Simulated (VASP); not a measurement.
Here is a VASP 6.6.1 calculation.

File INCAR:

```
  PREC = Accurate
  ENCUT = 520
  EDIFF = 1E-6
  ISMEAR = -1
  SIGMA = 0.05
  LREAL = False
  LASPH = True
  NELM = 100
  ALGO = Normal
  ISIF = 2
  LWAVE = False
  LCHARG = False
  METAGGA = R2SCAN
  LMIXTAU = True
```

The input KPOINTS:

```
regular mesh
0
Gamma
  16 16 4
```

File POSCAR:

```
C
1.0
    2.4610000000      0.0000000000      0.0000000000
   -1.2305000000      2.1312885187      0.0000000000
    0.0000000000      0.0000000000      6.7080000000
C
4
Direct
    0.0000000000      0.0000000000      0.2500000000
    0.3333333333      0.6666666667      0.2500000000
    0.0000000000      0.0000000000      0.7500000000
    0.3333333333      0.6666666667      0.7500000000
```

Potentials or basis: VASP PAW PBE potentials, release 64 (C).

Launch:

```sh
$ cat potpaw_PBE.64/C/POTCAR > POTCAR
$ mpirun -np 1 vasp_std > vasp.out
```

(1) Estimate the band gap on the k mesh.

(2) Estimate the pressure.

Answers

(1) 0.12 eV.

(2) -0.1 GPa.

Caveat: the PAW data sets were made with another functional, which shifts forces and pressure a little.
